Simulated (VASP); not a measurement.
# Ge (I4/mmm) in VASP: reference runs

How does Ge come out in PBE? The cell is run as given.

Program: VASP 6.6.1. These are calculated values, not measurements. Logs are shortened: lines on timing, memory, paths and dates and some standing lists are left out, and cuts for length are marked.

## Step 1: Starting point

It takes space group I4/mmm (No. 139, tetragonal). Conventional cell: a = 3.217 Å, b = 3.217 Å, c = 3.746 Å, α = 90.00°, β = 90.00°, γ = 90.00°. Ge (site symmetry 4/mmm) is surrounded by 12 Ge at 2.95 to 3.22 Å.

The cell was built by a generator and needn't be a form met in nature.

## Step 2: Single point, PBE

INCAR reads:

```
  PREC = Accurate
  ENCUT = 520
  EDIFF = 1E-7
  ISMEAR = -1
  SIGMA = 0.05
  LREAL = False
  LASPH = True
  NELM = 60
  ALGO = Normal
  ISIF = 2
  LWAVE = False
  LCHARG = True
  GGA = PE
  LELF = True
  LVHAR = True
  NBANDS = 13
```

KPOINTS reads:

```
regular mesh
0
Gamma
  12 12 12
```

POSCAR reads:

```
Ge
1.0
   -1.6084200000      1.6084200000      1.8731800000
    1.6084200000     -1.6084200000      1.8731800000
    1.6084200000      1.6084200000     -1.8731800000
Ge
1
Direct
    0.5000000000      0.5000000000      0.0000000000
```

Potentials or basis: VASP PAW PBE potentials, release 64 (Ge_d).

Launch:

```console
cat potpaw_PBE.64/Ge_d/POTCAR > POTCAR
mpirun -np 1 vasp_std > vasp.out
```

OUTCAR:

```text
PREC = Accurate
   ENCUT = 520
   EDIFF = 1E-7
   ISMEAR = -1
   LREAL = False
   LASPH = True
   NELM = 60
   ISIF = 2
   GGA = PE

 ion  position               nearest neighbor table
   1  0.500  0.500  0.000-

  LATTYP: Found a body centered tetragonal cell.
 ALAT       =     3.2168400000
 C/A-ratio  =     1.1646087465

  Lattice vectors:

 A1 = (  -1.6084200000,   1.6084200000,   1.8731800000)
 A2 = (   1.6084200000,  -1.6084200000,   1.8731800000)
 A3 = (   1.6084200000,   1.6084200000,  -1.8731800000)

Analysis of symmetry for initial positions (statically):
=====================================================================
 Subroutine PRICEL returns:
 Original cell was already a primitive cell.

 Routine SETGRP: Setting up the symmetry group for a
 body centered tetragonal supercell.

 Subroutine GETGRP returns: Found 16 space group operations
 (whereof 16 operations were pure point group operations)
 out of a pool of 16 trial point group operations.

The static configuration has the point symmetry D_4h.

Analysis of symmetry for dynamics (positions and initial velocities):
=====================================================================
 Subroutine PRICEL returns:
 Original cell was already a primitive cell.

 Routine SETGRP: Setting up the symmetry group for a
 body centered tetragonal supercell.

 Subroutine GETGRP returns: Found 16 space group operations
 (whereof 16 operations were pure point group operations)
 out of a pool of 16 trial point group operations.

The dynamic configuration has the point symmetry D_4h.

 Subroutine INISYM returns: Found 16 space group operations
 (whereof 16 operations are pure point group operations),
 and found     1 'primitive' translations

----------------------------------------------------------------------------------------

                                     Primitive cell

  volume of cell :      19.3838

  direct lattice vectors                    reciprocal lattice vectors
    -1.608420000  1.608420000  1.873180000     0.000000000  0.310864078  0.266925763
     1.608420000 -1.608420000  1.873180000     0.310864078  0.000000000  0.266925763
     1.608420000  1.608420000 -1.873180000     0.310864078  0.310864078  0.000000000

  length of vectors
     2.946664743  2.946664743  2.946664743     0.409738743  0.409738743  0.439628195

  position of ions in fractional coordinates (direct lattice)
     0.500000000  0.500000000  0.000000000

  ion indices of the primitive-cell ions
   primitive index   ion index
                 1           1

----------------------------------------------------------------------------------------

 KPOINTS: regular mesh

Automatic generation of k-mesh.
 Grid dimensions read from file:
 generate k-points for:   12   12   12

 Generating k-lattice:

  Cartesian coordinates                     Fractional coordinates (reciprocal lattice)
     0.000000000  0.025905340  0.022243814     0.083333333  0.000000000  0.000000000
     0.025905340  0.000000000  0.022243814     0.000000000  0.083333333  0.000000000
     0.025905340  0.025905340  0.000000000     0.000000000  0.000000000  0.083333333

  Length of vectors
     0.034144895  0.034144895  0.036635683

  Shift w.r.t. Gamma in fractional coordinates (k-lattice)
     0.000000000  0.000000000  0.000000000

 Subroutine IBZKPT returns following result:
 ===========================================

 Found    163 irreducible k-points:

 Following reciprocal coordinates:
            Coordinates               Weight
  0.000000  0.000000  0.000000      1.000000
  0.083333  0.000000 -0.000000      8.000000
  0.166667  0.000000  0.000000      8.000000
  0.250000 -0.000000  0.000000      8.000000
  0.333333 -0.000000  0.000000      8.000000
  0.416667 -0.000000  0.000000      8.000000
[... 16 lines left out ...]
  0.500000  0.166667  0.000000     16.000000
 -0.416667  0.166667 -0.000000     16.000000
 [... further k-points ...]
   k-points           NKPTS =    163   k-points in BZ     NKDIM =    163   number of bands    NBANDS=     13
   number of dos      NEDOS =    301   number of ions     NIONS =      1
   total plane-waves  NPLWV =  13824
   dimension x,y,z NGX =    24 NGY =   24 NGZ =   24
   dimension x,y,z NGXF=    48 NGYF=   48 NGZF=   48
   ions per type =               1
   NGX,Y,Z   is equivalent  to a cutoff of  13.54, 13.54, 13.54 a.u.
   NGXF,Y,Z  is equivalent  to a cutoff of  27.08, 27.08, 27.08 a.u.
 SYSTEM =  unknown system
   PREC   = accura    normal or accurate (medium, high low for compatibility)
   ISTART =      0    job   : 0-new  1-cont  2-samecut
   ICHARG =      2    charge: 1-file 2-atom 10-const
   ISPIN  =      1    spin polarized calculation?
   LNONCOLLINEAR =      F non collinear calculations
   LSORBIT =      F    spin-orbit coupling
   LASPH  =      T    aspherical Exc in radial PAW
   ENCUT  =  520.0 eV  38.22 Ry    6.18 a.u.   5.48  5.48  5.48*2*pi/ulx,y,z
   NELM   =     60;   NELMIN=  2; NELMDL= -5     # of ELM steps
   EDIFF  = 0.1E-06   stopping-criterion for ELM
   LREAL  =      F    real-space projection
   EDIFFG = 0.1E-05   stopping-criterion for IOM
   NSW    =      0    number of steps for IOM
   IBRION =     -1    ionic relax: 0-MD 1-quasi-New 2-CG
   NFREE  =      0    steps in history (QN), initial steepest desc. (CG)
   ISIF   =      2    stress and relaxation
   ISYM   =      2    0-nonsym 1-usesym 2-fastsym
   POTIM  = 0.5000    time-step for ionic-motion
   TEBEG  =    0.0;   TEEND  =   0.0 temperature during run
   PSTRESS=    0.0 pullay stress
   NELECT =      14.0000    total number of electrons
   NUPDOWN=      -1.0000    fix difference up-down
   EMIN   =  10.00;   EMAX   =-10.00  energy-range for DOS
   EFERMI =   0.00;   METHOD = LEGACY
   ISMEAR =    -1;   SIGMA  =   0.05  broadening in eV -4-tet -1-fermi 0-gaus
   EFERMI_NEDOS =   21; number of points for ismear=-14 and -15
   IALGO  =     38    algorithm
   IMIX   =      4    mixing-type and parameters
     AMIX     =   0.40;   BMIX     =  1.00
     AMIX_MAG =   1.60;   BMIX_MAG =  1.00
  volume/ion in A,a.u.               =      19.38       130.81
  Fermi-wavevector in a.u.,A,eV,Ry     =   1.468829  2.775685 29.354024  2.157460
  Thomas-Fermi vector in A             =   2.584280
   LORBIT       =      0    0 simple, 1 ext, 2 COOP (PROOUT), +10 PAW based schemes
   GGA     = PE    functional components
   LHFCALC =     F    Hartree Fock is set to
   AEXX    =    0.0000 exact exchange contribution
   IVDW    =     0    specifies the selected vdW correction
   LEPSILON=     F    determine dielectric tensor
   LRPA    =     F    only Hartree local field effects (RPA)
 non-spin polarized calculation
  energy-cutoff  :      520.00
  volume of cell :       19.38
 maximum number of plane-waves:       536
 NGX is ok and might be reduce to    24
   NGX = 11   NGY = 11   NGZ = 11

 number of electron      13.9999999 magnetization

 Free energy of the ion-electron system (eV)
  ---------------------------------------------------
  ext. energy  EPLUGINS =         0.00000000
  ---------------------------------------------------
  free energy    TOTEN  =        -4.18525579 eV

  energy without entropy =       -4.18132315  energy(sigma->0) =       -4.18328947

 E-fermi :   6.5971     XC(G=0): -11.1619

 val. band max:        6.5927920052   @ k =  -0.3333   0.3333   0.1667
 cond. band min:       6.6227503730   @ k =   0.3333   0.3333   0.1667
 fundamental gap:      0.0299583678
 Fermi energy:         6.5971440293

 k-point     1 :       0.0000    0.0000    0.0000
  band No.  band energies     occupation
      1     -18.2257      2.00000
      2     -18.2257      2.00000
      3     -18.2076      2.00000
      4     -18.1741      2.00000
      5     -18.1363      2.00000
      6      -6.4383      2.00000
      7      15.1086      0.00000
      8      15.4095      0.00000
      9      15.4095      0.00000
     10      20.4273      0.00000
     11      20.4273      0.00000
     12      21.8059      0.00000
     13      22.0374      0.00000

 k-point     2 :       0.0833    0.0000   -0.0000
  band No.  band energies     occupation
      1     -18.2231      2.00000
      2     -18.2229      2.00000
      3     -18.2047      2.00000
      4     -18.1743      2.00000
      5     -18.1378      2.00000
      6      -6.2658      2.00000
      7      13.7544      0.00000
      8      14.9251      0.00000
      9      15.1383      0.00000
     10      19.8212      0.00000
     11      20.6835      0.00000
     12      21.4790      0.00000
     13      22.8685      0.00000

 k-point     3 :       0.1667    0.0000    0.0000
  band No.  band energies     occupation
      1     -18.2230      2.00000
      2     -18.2169      2.00000
      3     -18.1889      2.00000
      4     -18.1748      2.00000
      5     -18.1413      2.00000
      6      -5.7487      2.00000
      7      10.8606      0.00000
      8      13.9543      0.00000
      9      14.8405      0.00000
     10      18.9181      0.00000
     11      19.9319      0.00000
     12      21.6601      0.00000
     13      22.6057      0.00000

 k-point     4 :       0.2500   -0.0000    0.0000
  band No.  band energies     occupation
      1     -18.2279      2.00000
      2     -18.2121      2.00000
      3     -18.1742      2.00000
      4     -18.1625      2.00000
      5     -18.1442      2.00000
      6      -4.8903      2.00000
      7       7.8391      0.00000
      8      13.0029      0.00000
      9      14.4785      0.00000
     10      18.1400      0.00000
     11      18.8167      0.00000
     12      21.1637      0.00000
     13      23.7708      0.00000

 k-point     5 :       0.3333   -0.0000    0.0000
  band No.  band energies     occupation
      1     -18.2336      2.00000
      2     -18.2120      2.00000
      3     -18.1727      2.00000
      4     -18.1436      2.00000
      5     -18.1350      2.00000
      6      -3.7052      2.00000
      7       5.0270      2.00000
      8      12.2586      0.00000
      9      14.1545      0.00000
     10      17.4688      0.00000
     11      17.9575      0.00000
     12      21.2268      0.00000
     13      25.1658      0.00000

 k-point     6 :       0.4167   -0.0000    0.0000
  band No.  band energies     occupation
      1     -18.2380      2.00000
      2     -18.2146      2.00000
      3     -18.1721      2.00000
      4     -18.1405      2.00000
      5     -18.1147      2.00000
      6      -2.2644      2.00000
      7       2.5883      2.00000
      8      11.7922      0.00000
      9      13.9391      0.00000
     10      17.0094      0.00000
     11      17.4323      0.00000
     12      21.7637      0.00000
     13      24.5506      0.00000

 k-point     7 :       0.5000   -0.0000    0.0000
  band No.  band energies     occupation
      1     -18.2395      2.00000
      2     -18.2159      2.00000
      3     -18.1721      2.00000
      4     -18.1388      2.00000
      5     -18.1072      2.00000
      6      -1.2108      2.00000
      7       1.1992      2.00000
      8      11.6338      0.00000
      9      13.8646      0.00000
     10      16.8472      0.00000
     11      17.2563      0.00000
     12      22.2928      0.00000
     13      23.7084      0.00000
[... 193 lines left out ...]
 k-point    20 :       0.2500    0.1667    0.0000
  band No.  band energies     occupation
      1     -18.2253      2.00000
      2     -18.2069      2.00000
      3     -18.1679      2.00000
      4     -18.1549      2.00000
      5     -18.1349      2.00000
      6      -3.3531      2.00000
      7       5.8523      2.00000
      8       8.5113      0.00000
      9      13.3470      0.00000
     10      18.8699      0.00000
     11      20.5698      0.00000
     12      23.3307      0.00000
     13      24.2956      0.00000

 k-point    21 :       0.3333    0.1667    0.0000
  band No.  band energies     occupation
      1     -18.2295      2.00000
      2     -18.2037      2.00000
      3     -18.1663      2.00000
      4     -18.1495      2.00000
      5     -18.1251      2.00000
      6      -1.9596      2.00000
      7       3.4600      2.00000
      8       8.1325      0.00000
      9      12.6712      0.00000
     10      18.5299      0.00000
     11      20.4783      0.00000
     12      23.1627      0.00000
     13      24.5987      0.00000

 k-point    22 :       0.4167    0.1667    0.0000
  band No.  band energies     occupation
      1     -18.2324      2.00000
      2     -18.2021      2.00000
      3     -18.1667      2.00000
      4     -18.1460      2.00000
      5     -18.1200      2.00000
      6      -0.7557      2.00000
      7       1.8361      2.00000
      8       8.1623      0.00000
      9      12.2144      0.00000
     10      18.1951      0.00000
     11      19.7512      0.00000
     12      23.1037      0.00000
     13      26.1492      0.00000

 k-point    23 :       0.5000    0.1667    0.0000
  band No.  band energies     occupation
      1     -18.2335      2.00000
      2     -18.2021      2.00000
      3     -18.1669      2.00000
      4     -18.1481      2.00000
      5     -18.1202      2.00000
      6      -1.5086      2.00000
      7       2.8001      2.00000
      8       8.5613      0.00000
      9      12.0146      0.00000
     10      17.6245      0.00000
     11      19.6202      0.00000
     12      23.0018      0.00000
     13      27.0540      0.00000

 k-point    24 :      -0.4167    0.1667   -0.0000
  band No.  band energies     occupation
      1     -18.2331      2.00000
      2     -18.2055      2.00000
      3     -18.1671      2.00000
      4     -18.1510      2.00000
      5     -18.1273      2.00000
      6      -2.9445      2.00000
      7       5.0632      2.00000
      8       9.3245      0.00000
      9      12.0685      0.00000
     10      17.0850      0.00000
     11      19.9418      0.00000
     12      22.9228      0.00000
     13      24.6320      0.00000

 [... further k-points ...]
[... 5 lines left out ...]
  --------------------------------------------------------------------------------------
  -------------------------------------------------------------------------------------
  Total        0.0529327      0.0529327      0.1342616      0.0000000      0.0000000      0.0000000
  in kB        4.3751868      4.3751868     11.0974663      0.0000000      0.0000000      0.0000000
  external PRESSURE =       6.6159466 kB  Pullay stress =       0.0000000 kB

 VOLUME and BASIS-vectors are now :
 -----------------------------------------------------------------------------
  energy-cutoff  :      520.00
  volume of cell :       19.38
      direct lattice vectors                 reciprocal lattice vectors
    -1.608420000  1.608420000  1.873180000     0.000000000  0.310864078  0.266925763
     1.608420000 -1.608420000  1.873180000     0.310864078  0.000000000  0.266925763
     1.608420000  1.608420000 -1.873180000     0.310864078  0.310864078  0.000000000

 POSITION                                       TOTAL-FORCE (eV/Angst)
 -----------------------------------------------------------------------------------
      0.00000      0.00000      1.87318        -0.000000     -0.000000      0.000000
 -----------------------------------------------------------------------------------
    total drift:                               -0.000000      0.000000      0.000000

  FREE ENERGIE OF THE ION-ELECTRON SYSTEM (eV)
  ---------------------------------------------------
  free  energy   TOTEN  =        -4.1852557932 eV

  energy  without entropy=       -4.1813231507  energy(sigma->0) =       -4.18328947
```

Run time: 11 s. Hardware: 1 thread of Intel Xeon 6975P-C (Granite Rapids), shared host; peak memory 0.16 GiB.

What came out:

```yaml
Free_energy: -4.1853 eV
Pressure: 0.7 GPa
Band_gap_on_the_k_mesh: none (metal or under the smearing width)
```
